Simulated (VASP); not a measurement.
# SnSe2 (P-3m1) in VASP: further runs

One crystal, SnSe2, is run at these levels: PBE; tasks: single point.

Everything below comes from runs of VASP 6.6.1. Logs are shortened: lines on timing, memory, paths and dates and some standing lists are left out, and cuts for length are marked.

**1. Starting point**

Symmetry: P-3m1, No. 164, trigonal system. The conventional cell has a = 3.811 Å, b = 3.811 Å, c = 6.136 Å, α = 90.00°, β = 90.00°, γ = 120.00°. Sn (site symmetry -3m) is surrounded by 6 Se at 2.68 Å. Se (site symmetry 3m) has 3 Sn at 2.68 Å as nearest neighbours.

**2. Single point, PBE, spin-orbit coupling, no magnetisation**

File INCAR:

```
ALGO = Normal ; EDIFF = 1E-7
ENCUT = 340 ; GGA = PE
GGA_COMPAT = False ; ISIF = 2
ISMEAR = 0 ; LASPH = True
LCHARG = False ; LNONCOLLINEAR = True
LORBIT = 11 ; LREAL = False
LSORBIT = True ; LWAVE = False
MAGMOM = 0 0 0 0 0 0 0 0 0 ; NBANDS = 42
NELM = 100 ; PREC = Accurate
SIGMA = 0.02
```

File KPOINTS:

```
k-points
0
Gamma
  8 8 5
```

File POSCAR:

```
SnSe2
1.0
    3.8110000000      0.0000000000      0.0000000000
   -1.9055000000      3.3004228138      0.0000000000
    0.0000000000      0.0000000000      6.1360000000
Sn Se
1 2
Direct
    0.0000000000      0.0000000000      0.0000000000
    0.6666666667      0.3333333333      0.7510000000
    0.3333333333      0.6666666667      0.2490000000
```

Potentials or basis: VASP PAW PBE potentials, release 64 (Sn_d, Se).

Started as:

```
cat potpaw_PBE.64/Sn_d/POTCAR potpaw_PBE.64/Se/POTCAR > POTCAR
mpirun -np 1 vasp_ncl > vasp.out
```

OUTCAR:

```text
EDIFF = 1E-7
   ENCUT = 340
   GGA = PE
   ISIF = 2
   ISMEAR = 0
   LASPH = True
   LNONCOLLINEAR = True
   LORBIT = 11
   LREAL = False
   LSORBIT = True
   NELM = 100
   PREC = Accurate

 Found     40 irreducible k-points:

 Following reciprocal coordinates:
            Coordinates               Weight
  0.000000  0.000000  0.000000      1.000000
  0.125000  0.000000  0.000000      6.000000
  0.250000  0.000000  0.000000      6.000000
  0.375000  0.000000  0.000000      6.000000
  0.500000  0.000000  0.000000      3.000000
  0.125000  0.125000  0.000000      6.000000
   k-points           NKPTS =     40   k-points in BZ     NKDIM =     40   number of bands    NBANDS=     42
   number of dos      NEDOS =    301   number of ions     NIONS =      3
   total plane-waves  NPLWV =  23040
   dimension x,y,z NGX =    24 NGY =   24 NGZ =   40
   dimension x,y,z NGXF=    48 NGYF=   48 NGZF=   80
   ions per type =               1   2
   NGX,Y,Z   is equivalent  to a cutoff of  10.47, 10.47, 10.84 a.u.
   NGXF,Y,Z  is equivalent  to a cutoff of  20.94, 20.94, 21.67 a.u.
 SYSTEM =  unknown system
   PREC   = accura    normal or accurate (medium, high low for compatibility)
   ISTART =      0    job   : 0-new  1-cont  2-samecut
   ICHARG =      2    charge: 1-file 2-atom 10-const
   ISPIN  =      1    spin polarized calculation?
   LNONCOLLINEAR =      T non collinear calculations
   LSORBIT =      T    spin-orbit coupling
   LASPH  =      T    aspherical Exc in radial PAW
   ENCUT  =  340.0 eV  24.99 Ry    5.00 a.u.   5.73  5.73  9.23*2*pi/ulx,y,z
   NELM   =    100;   NELMIN=  2; NELMDL= -5     # of ELM steps
   EDIFF  = 0.1E-06   stopping-criterion for ELM
   LREAL  =      F    real-space projection
   EDIFFG = 0.1E-05   stopping-criterion for IOM
   NSW    =      0    number of steps for IOM
   IBRION =     -1    ionic relax: 0-MD 1-quasi-New 2-CG
   NFREE  =      0    steps in history (QN), initial steepest desc. (CG)
   ISIF   =      2    stress and relaxation
   ISYM   =      2    0-nonsym 1-usesym 2-fastsym
   POTIM  = 0.5000    time-step for ionic-motion
   TEBEG  =    0.0;   TEEND  =   0.0 temperature during run
   PSTRESS=    0.0 pullay stress
   NELECT =      26.0000    total number of electrons
   NUPDOWN=      -1.0000    fix difference up-down
   EMIN   =  10.00;   EMAX   =-10.00  energy-range for DOS
   EFERMI =   0.00;   METHOD = LEGACY
   ISMEAR =     0;   SIGMA  =   0.02  broadening in eV -4-tet -1-fermi 0-gaus
   EFERMI_NEDOS =   21; number of points for ismear=-14 and -15
   IALGO  =     38    algorithm
   IMIX   =      4    mixing-type and parameters
     AMIX     =   0.40;   BMIX     =  1.00
     AMIX_MAG =   1.60;   BMIX_MAG =  1.00
  volume/ion in A,a.u.               =      25.73       173.61
  Fermi-wavevector in a.u.,A,eV,Ry     =   1.139116  2.152617 17.654722  1.297585
  Thomas-Fermi vector in A             =   2.275820
   LORBIT       =     11    0 simple, 1 ext, 2 COOP (PROOUT), +10 PAW based schemes
   GGA     = PE    functional components
   LHFCALC =     F    Hartree Fock is set to
   AEXX    =    0.0000 exact exchange contribution
   IVDW    =     0    specifies the selected vdW correction
   LEPSILON=     F    determine dielectric tensor
   LRPA    =     F    only Hartree local field effects (RPA)
 Gauss-broadening in eV      SIGMA  =   0.02
  energy-cutoff  :      340.00
  volume of cell :       77.18
 maximum number of plane-waves:      2212
 NGX is ok and might be reduce to    24
   NGX = 11   NGY = 11   NGZ = 19

 number of electron      26.0000004 magnetization       0.0000000      0.0000000      0.0000000

 number of electron      26.0000004 magnetization       0.0000000      0.0000000     -0.0000000

 number of electron      26.0000004 magnetization      -0.0000000      0.0000000     -0.0000000

 Free energy of the ion-electron system (eV)
  ---------------------------------------------------
  ext. energy  EPLUGINS =         0.00000000
  ---------------------------------------------------
  free energy    TOTEN  =       -11.83340910 eV

  energy without entropy =      -11.83340910  energy(sigma->0) =      -11.83340910

 E-fermi :   4.3706     XC(G=0):  -9.4542

 val. band max:        4.2400495952   @ k =   0.1250   0.0000   0.0000
 cond. band min:       4.9902761284   @ k =   0.5000   0.0000   0.4000
 fundamental gap:      0.7502265331
 Fermi energy:         4.3706117161

 k-point     1 :       0.0000    0.0000    0.0000
  band No.  band energies     occupation
      1     -17.6720      1.00000
      2     -17.6720      1.00000
      3     -17.6540      1.00000
      4     -17.6540      1.00000
      5     -16.6541      1.00000
      6     -16.6541      1.00000
[... 30 lines left out ...]
     37      13.1080      0.00000
     38      13.1080      0.00000

 k-point     2 :       0.1250    0.0000    0.0000
  band No.  band energies     occupation
      1     -17.6712      1.00000
      2     -17.6712      1.00000
      3     -17.6549      1.00000
      4     -17.6549      1.00000
      5     -16.6532      1.00000
      6     -16.6532      1.00000
[... 30 lines left out ...]
     37      12.6308      0.00000
     38      12.6308      0.00000
[... 121 lines left out ...]
     37      14.1791      0.00000
     38      14.1791      0.00000

 k-point     6 :       0.1250    0.1250    0.0000
  band No.  band energies     occupation
      1     -17.6703      1.00000
      2     -17.6703      1.00000
      3     -17.6560      1.00000
      4     -17.6560      1.00000
      5     -16.6543      1.00000
      6     -16.6543      1.00000
[... 30 lines left out ...]
     37      11.7349      0.00000
     38      11.7349      0.00000

 [... further k-points ...]

 [bands above 38 left out]

------------------------ aborting loop because EDIFF is reached ----------------------------------------

  FORCE on cell =-STRESS in cart. coord.  units (eV):
  Direction    XX          YY          ZZ          XY          YZ          ZX
  --------------------------------------------------------------------------------------
  -------------------------------------------------------------------------------------
  Total        2.4098218      2.4098218      3.1174523      0.0000000     -0.0000000      0.0000000
  in kB       50.0266736     50.0266736     64.7167234      0.0000000     -0.0000000      0.0000000
  external PRESSURE =      54.9233569 kB  Pullay stress =       0.0000000 kB

 VOLUME and BASIS-vectors are now :
 -----------------------------------------------------------------------------
  energy-cutoff  :      340.00
  volume of cell :       77.18
      direct lattice vectors                 reciprocal lattice vectors
     3.811000000  0.000000000  0.000000000     0.262398321  0.151495741  0.000000000
    -1.905500000  3.300422814  0.000000000     0.000000000  0.302991482  0.000000000
     0.000000000  0.000000000  6.136000000     0.000000000  0.000000000  0.162972621

 POSITION                                       TOTAL-FORCE (eV/Angst)
 -----------------------------------------------------------------------------------
      0.00000      0.00000      0.00000        -0.000000      0.000000      0.000000
      1.90550      1.10014      4.60814        -0.000000     -0.000000     -0.809180
     -0.00000      2.20028      1.52786         0.000000      0.000000      0.809180
 -----------------------------------------------------------------------------------
    total drift:                                0.000000      0.000000     -0.000000

  FREE ENERGIE OF THE ION-ELECTRON SYSTEM (eV)
  ---------------------------------------------------
  free  energy   TOTEN  =       -11.8334091013 eV

  energy  without entropy=      -11.8334091013  energy(sigma->0) =      -11.83340910

 Spin-Orbit-Coupling matrix elements

 Ion:    1  E_soc:     -0.0906894
 l=   1
     0.0000000    -0.0091302    -0.0090610
    -0.0091302     0.0000000    -0.0091302
    -0.0090610    -0.0091302     0.0000000
 l=   2
     0.0000000    -0.0011932     0.0000000    -0.0011932    -0.0048128
    -0.0011932     0.0000000    -0.0036244    -0.0011889    -0.0011932
     0.0000000    -0.0036244     0.0000000    -0.0036244     0.0000000
    -0.0011932    -0.0011889    -0.0036244     0.0000000    -0.0011932
    -0.0048128    -0.0011932     0.0000000    -0.0011932     0.0000000
 l=   3
     0.0000000     0.0000000     0.0000000     0.0000000     0.0000000     0.0000000     0.0000000
     0.0000000     0.0000000     0.0000000     0.0000000     0.0000000     0.0000000     0.0000000
     0.0000000     0.0000000     0.0000000     0.0000000     0.0000000     0.0000000     0.0000000
     0.0000000     0.0000000     0.0000000     0.0000000     0.0000000     0.0000000     0.0000000
     0.0000000     0.0000000     0.0000000     0.0000000     0.0000000     0.0000000     0.0000000
     0.0000000     0.0000000     0.0000000     0.0000000     0.0000000     0.0000000     0.0000000
     0.0000000     0.0000000     0.0000000     0.0000000     0.0000000     0.0000000     0.0000000

 Ion:    2  E_soc:     -0.0446052
 l=   1
     0.0000000    -0.0073778    -0.0075515
    -0.0073778     0.0000000    -0.0073778
    -0.0075515    -0.0073778     0.0000000
 l=   2
     0.0000000    -0.0000001     0.0000000    -0.0000001    -0.0000027
    -0.0000001     0.0000000     0.0000019     0.0000039    -0.0000001
     0.0000000     0.0000019     0.0000000     0.0000019     0.0000000
    -0.0000001     0.0000039     0.0000019     0.0000000    -0.0000001
    -0.0000027    -0.0000001     0.0000000    -0.0000001     0.0000000
 l=   3
     0.0000000     0.0000000     0.0000000     0.0000000     0.0000000     0.0000000     0.0000000
     0.0000000     0.0000000     0.0000000     0.0000000     0.0000000     0.0000000     0.0000000
     0.0000000     0.0000000     0.0000000     0.0000000     0.0000000     0.0000000     0.0000000
     0.0000000     0.0000000     0.0000000     0.0000000     0.0000000     0.0000000     0.0000000
     0.0000000     0.0000000     0.0000000     0.0000000     0.0000000     0.0000000     0.0000000
     0.0000000     0.0000000     0.0000000     0.0000000     0.0000000     0.0000000     0.0000000
     0.0000000     0.0000000     0.0000000     0.0000000     0.0000000     0.0000000     0.0000000

 Ion:    3  E_soc:     -0.0446052
 l=   1
     0.0000000    -0.0073778    -0.0075515
    -0.0073778     0.0000000    -0.0073778
    -0.0075515    -0.0073778     0.0000000
 l=   2
     0.0000000    -0.0000001     0.0000000    -0.0000001    -0.0000027
    -0.0000001     0.0000000     0.0000019     0.0000039    -0.0000001
     0.0000000     0.0000019     0.0000000     0.0000019     0.0000000
    -0.0000001     0.0000039     0.0000019     0.0000000    -0.0000001
    -0.0000027    -0.0000001     0.0000000    -0.0000001     0.0000000
 l=   3
     0.0000000     0.0000000     0.0000000     0.0000000     0.0000000     0.0000000     0.0000000
     0.0000000     0.0000000     0.0000000     0.0000000     0.0000000     0.0000000     0.0000000
     0.0000000     0.0000000     0.0000000     0.0000000     0.0000000     0.0000000     0.0000000
     0.0000000     0.0000000     0.0000000     0.0000000     0.0000000     0.0000000     0.0000000
     0.0000000     0.0000000     0.0000000     0.0000000     0.0000000     0.0000000     0.0000000
     0.0000000     0.0000000     0.0000000     0.0000000     0.0000000     0.0000000     0.0000000
     0.0000000     0.0000000     0.0000000     0.0000000     0.0000000     0.0000000     0.0000000

 total charge

# of ion       s       p       d       tot
------------------------------------------
    1        1.054   1.064  10.114  12.231
    2        1.484   2.333   0.030   3.847
    3        1.484   2.333   0.030   3.847
--------------------------------------------------
tot          4.021   5.730  10.174  19.925

 magnetization (x)

# of ion       s       p       d       tot
------------------------------------------
    1       -0.000   0.000  -0.000  -0.000
    2        0.000   0.000   0.000   0.000
    3        0.000   0.000   0.000   0.000
--------------------------------------------------
tot         -0.000   0.000  -0.000  -0.000

 magnetization (y)

# of ion       s       p       d       tot
------------------------------------------
    1        0.000   0.000   0.000   0.000
    2        0.000  -0.000   0.000  -0.000
    3        0.000  -0.000   0.000  -0.000
--------------------------------------------------
tot          0.000  -0.000   0.000  -0.000

 magnetization (z)

# of ion       s       p       d       tot
------------------------------------------
    1        0.000  -0.000   0.000  -0.000
    2        0.000   0.000   0.000   0.000
    3        0.000   0.000   0.000   0.000
--------------------------------------------------
tot          0.000  -0.000   0.000  -0.000
```

Wall time 3 min (1 thread of Intel Xeon Platinum 8375C at 2.90GHz (Ice Lake), shared host); peak memory 0.3 GiB.

These settings aren't checked as converged: the numbers below hold their error.

Results:

```yaml
Free_energy: -11.8334 eV
Pressure: 5.5 GPa
Largest_force: 0.809 eV/Å
Valence_electrons_inside_the_program's_atomic_spheres: Sn 12.23; Se 3.85
```

Caveat: this functional lacks dispersion, which binds the layers, so the pressure and a relaxed spacing across them are unreliable.

**3. Single point, PBE, spin-orbit coupling, no magnetisation**

Changes to INCAR since step 2:

```diff
@@ -1,3 +1,3 @@
 ALGO = Normal ; EDIFF = 1E-7
-ENCUT = 340 ; GGA = PE
+ENCUT = 400 ; GGA = PE
 GGA_COMPAT = False ; ISIF = 2
```

KPOINTS is that of step 2.

POSCAR is that of step 2.

Potentials or basis: VASP PAW PBE potentials, release 64 (Sn_d, Se).

Started as:

```
cat potpaw_PBE.64/Sn_d/POTCAR potpaw_PBE.64/Se/POTCAR > POTCAR
mpirun -np 1 vasp_ncl > vasp.out
```

Wall time 4.8 min (1 thread of Intel Xeon Platinum 8375C at 2.90GHz (Ice Lake), shared host); peak memory 0.36 GiB.

These settings aren't checked as converged: the numbers below hold their error.

Results:

```
Free energy                                           : -11.8359 eV
Pressure                                              : 5.6 GPa
Largest force                                         : 0.809 eV/Å
Valence electrons inside the program's atomic spheres : Sn 12.23; Se 3.85
```

Caveat: this functional lacks dispersion, which binds the layers, so the pressure and a relaxed spacing across them are unreliable.

**4. For comparison**

An earlier run on the cell as given: functional PBEsol; potentials or basis VASP PAW PBE potentials, release 64 (Sn_d, Se); cutoff 520 eV; k mesh 8 × 8 × 5; occupations fermi-dirac, width 0.05 eV; no spin polarisation.

- Pressure: 2.6 GPa
- Largest force: 0.622 eV/Å
- Band gap on the k mesh: 0.73 eV, indirect (least direct gap 1.00 eV)
